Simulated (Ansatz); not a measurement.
## How far is this PbS from the hull?

Method: DFT PBE, scalar-relativistic, plane waves, PAW in Ansatz 0.2.0. All cells share a 420 eV cutoff and Γ-centred k meshes spaced at most about 0.3 Å⁻¹ (2π included). No spin polarisation.

Energies over the elements count from the elements' standard structures at the same level, with no fitted energy shifts.

Temperature and zero-point effects are left out. Spin–orbit coupling, which can matter for Pb, is left out. The reference form of S is held partly by dispersion forces, which this level lacks.

The competitors are the elements and 2 reference phases of this chemical system (from databases or known types: PbS, PbS2), relaxed at the same level; other known phases may be missing.

The candidate was reached from: 6-connected net, two elements alternating.

```
CELL_PARAMETERS angstrom
-1.93405 1.93405 7.28066
1.93405 -1.93405 7.28066
1.93405 1.93405 -7.28066
ATOMIC_POSITIONS crystal
Pb 0.04171 0.04171 0.00000
Pb 0.79171 0.29171 0.50000
S 0.45829 0.45829 0.00000
S 0.20829 0.70829 0.50000
```

Problem. Where does it stand against these competitors?

Solution. Not the lowest form: another structure of the same formula lies lower. Its formation energy is -0.420 eV/atom. The lowest competing phase at this composition is this:

```json
{"phase": "PbS", "space group": "Fm-3m (No. 225)", "source": "COD", "share of atoms": "1.0000", "ΔE_f (eV/atom)": "-0.550"}
```

The candidate lies 130 meV/atom above this phase. The candidate matches no cell in the subsets of the Crystallography Open Database and the Materials Project at hand. It is metastable at best. Whether it is a true minimum wasn't tested by phonons.
